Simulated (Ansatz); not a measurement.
Runs of Ansatz 0.2.0 on WC (Qusongite). The structure is hexagonal, space group P-6m2 (No. 187). The conventional cell has a = 2.906 Å, b = 2.906 Å, c = 2.837 Å, α = 90.00°, β = 90.00°, γ = 120.00°. Around W (site symmetry -6m2) lie 6 C at 2.20 Å. Around C (site symmetry -6m2) lie 6 W at 2.20 Å. 

```csv
task,level,potentials or basis,spin,U,cell,k mesh,cutoff (eV),smearing,hubbard projectors,double counting,gap on the mesh (eV),pressure (GPa)
relaxation of the atoms,BPBE+D3(BJ),JTH PAW,off,-,"atoms relaxed from: atoms moved at random, drawn with an rms of 0.05 Å",8 × 8 × 7,1290,fermi-dirac 0.1 eV,-,-,-,-10.5
projected density of states,r2SCAN+U,SPMS NC,off,W d U = 4 eV,as given,10 × 10 × 9,1034,methfessel-paxton 0.1 eV,ortho-atomic,fll (the default),none,(a)
electric field gradients,LDA+U,Ansatz PAW,"SOC, no magnetisation",W d U = 7 eV,as given,10 × 10 × 9,420,tetrahedron,ortho-atomic,amf,none,-7.4
electron localisation function,r2SCAN+rVV10,JTH PAW,off,-,as given,10 × 10 × 9,1290,cold 0.05 eV,-,-,none,0.3
electron localisation function,PBE+D3(BJ)+U,Ansatz PAW,off,W d U = 7 eV,as given,10 × 10 × 9,420,fermi-dirac 0.05 eV,all-electron-atomic,fll (the default),none,-21.3
relaxation of the atoms,revPBE+D3(BJ),PseudoDojo standard (PBE files),off,-,"atoms relaxed from: atoms moved at random, drawn with an rms of 0.15 Å",8 × 8 × 7,1116,gaussian 0.1 eV,-,-,-,-5.8
```

Estimate the missing entries.

(a) 1.8.

Caveats: U without spin polarisation on a metal has little footing (some runs); the U is typed as a test and isn't derived for this compound (some runs); the thresholds are loose for stress (some runs); the potentials were made for another functional, which shifts forces and pressure (some runs); pairwise dispersion overbinds metals, which lowers pressure and volume (some runs); the dispersion damping was fitted for another functional or another form of the correction (some runs); the meta-GGA runs on potentials made for a GGA (some runs).

A k mesh can miss the band edges, and rows without SOC leave out spin-orbit coupling on W.

A gap of «none» marks a metal or a gap under the smearing width.
